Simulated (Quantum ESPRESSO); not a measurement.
GaSb: phonons with PBEsol

**The experiment to reproduce.**

A printed reference work, data compilation reports, for a bulk crystal of GaSb at 4.2 K: band gap 0.811 eV (direct).

The system is GaSb.

```
CELL_PARAMETERS angstrom
0.00000 3.05900 3.05900
3.05900 0.00000 3.05900
3.05900 3.05900 0.00000
ATOMIC_POSITIONS crystal
Sb 0.75000 0.75000 0.75000
Ga 0.00000 0.00000 0.00000
```

```yaml
Program: Quantum ESPRESSO 7.5
Task: phonons
Functional: PBEsol
Potentials_or_basis: PseudoDojo 0.4.1 SR PBEsol standard
Cutoff: 1088 eV
Density_cutoff: 4354 eV
k_mesh: 8 × 8 × 8
Occupations: cold, width 0.136 eV
Spin: no spin polarisation
Mixing_beta: 0.5
Most_SCF_iterations: 120
SCF_threshold: 4e-10 Ry
```

```
Pressure after relaxing       : -0.2 GPa
Band gap on the k mesh        : none (metal or under the smearing width)
Highest phonon frequency at Γ : 218 cm⁻¹
```

Levels at points of the mesh, in eV from the Fermi level:
| k point | band 11 | band 12 | band 13 | band 14 | band 15 | band 16 | band 17 | band 18 |
| --- | --- | --- | --- | --- | --- | --- | --- | --- |
| (0.00, 0.00, 0.00) | -11.52 | -0.04 | -0.02 | -0.02 | -0.02 | 2.76 | 2.76 | 2.76 |
| (0.00, 0.00, -0.50) | -9.90 | -6.40 | -1.17 | -1.17 | 0.33 | 3.72 | 3.72 | 6.36 |
| (0.00, -0.50, -0.50) | -9.08 | -6.83 | -2.59 | -2.59 | 0.84 | 1.15 | 8.69 | 8.69 |

Phonon frequencies in cm⁻¹ (negative: imaginary):
```tsv
q point	frequencies
(0.000, 0.000, 0.000)	-13 -13 -13 218 218 218
```

Optical modes at Γ, degenerate ones joined:
```tsv
cm⁻¹	components	symmetry	active in
218	3	T2	IR and Raman
```

Wall time 17 min on 1 thread of Arm Neoverse V1, with other jobs on the host, peak memory 0.11 GiB.

Measured gap of GaSb: 0.811 eV (direct; 4.2 K; a printed reference work, data compilation). This calculation gives 0.00 eV (-0.81 eV). Spin-orbit coupling on Ga, Sb is left out. The value is that of PBEsol on a finite k mesh, which can miss the band edges, without temperature or zero-point motion. Semilocal functionals fall short of measured gaps as a rule.

Caveat: this crystal is a semiconductor, whose small gap the functional closes, so the metal is an error of the method. Spin-orbit coupling is left out, which matters for the levels of Sb.
